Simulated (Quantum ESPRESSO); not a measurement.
The system is PtS2.

```xyz
3
Lattice="3.5432 0.0000 0.0000 -1.7716 3.0685 0.0000 0.0000 0.0000 5.0388" Properties=species:S:1:pos:R:3 pbc="T T T"
Pt    0.0000    0.0000    0.0000
S     1.7716    1.0228    3.8950
S     0.0000    2.0457    1.1438
```

```yaml
Program: Quantum ESPRESSO 7.5
Task: phonons
Functional: PBEsol
Potentials_or_basis: GBRV 1.5 PBEsol
Cutoff: 612 eV
Density_cutoff: 4898 eV
k_mesh: 8 × 8 × 4, shifted
Occupations: fermi-dirac, width 0.05 eV
Spin: no spin polarisation
Mixing_beta: 0.5
Most_SCF_iterations: 120
SCF_threshold: 6e-10 Ry
```

The first run showed a gap, so the response started from a second, tighter run with fixed occupations.

Which optical modes does the crystal have at the zone centre, and which show in infrared and Raman spectra?

The optical modes are Eg + Eu + A2u + A1g. Infrared active: Eu + A2u. Raman active: Eg + A1g.

Optical modes at Γ, degenerate ones joined, polar ones without the macroscopic field:
```
cm⁻¹  components  symmetry  active in  IR intensity, summed ((D/Å)²/amu)
 332           2        Eg      Raman                               0.00
 334           2        Eu         IR                               7.61
 341           1       A2u         IR                               0.24
 347           1       A1g      Raman                               0.00
```

Zone-centre frequencies without and with the macroscopic field along z (cm⁻¹):
|  | optical modes in rising order |
| --- | --- |
| without | 332 332 334 334 341 347 |
| with the field | 332 332 334 334 343 347 |

Caveat: the atoms weren't relaxed first, which shifts the frequencies; the cell is more than 3 GPa from zero pressure, which shifts response properties.
